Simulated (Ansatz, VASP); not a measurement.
# One calculation of KBr, two programs

```
K Br
1.0
    -0.00428    3.23646    3.17354
     3.21206   -0.00695    3.17621
     3.22807    3.25513   -0.02295
K Br
1 1
Direct
  0.01530 0.99698 0.99648
  0.48470 0.50302 0.50352
```

Change from the starting cell: all atoms moved at random, cell strained at random.

Alike in both runs: task single point; functional PBE; k mesh 6 × 6 × 6; occupations gaussian, width 0.02 eV; no spin polarisation.

|  | VASP | Ansatz |
| --- | --- | --- |
| version | VASP 6.6.1 | Ansatz 0.2.0 |
| potentials or method | VASP PAW PBE potentials, release 64 (K_sv, Br) | scalar-relativistic, plane waves, PAW |
| plane-wave cutoff (eV) | 520 | 420 |
| valence electrons in the cell | 16 | 16 |

Ansatz gave:

```
gap on the k mesh at the Fermi level (eV)       : 4.63
least direct gap on the mesh (eV)               : 4.63
pressure (GPa)                                  : 2.3
largest component of the traceless stress (GPa) : 0.55
rms of the force components (eV/Å)              : 0.117
```

**Question.** What did VASP give for the same quantities?

**Answer.** gap on the k mesh at the Fermi level (eV): 4.63; least direct gap on the mesh (eV): 4.63; pressure (GPa): 2.4; largest component of the traceless stress (GPa): 0.56; rms of the force components (eV/Å): 0.119.

Atom by atom the forces differ by 0.002 eV/Å (rms over components).
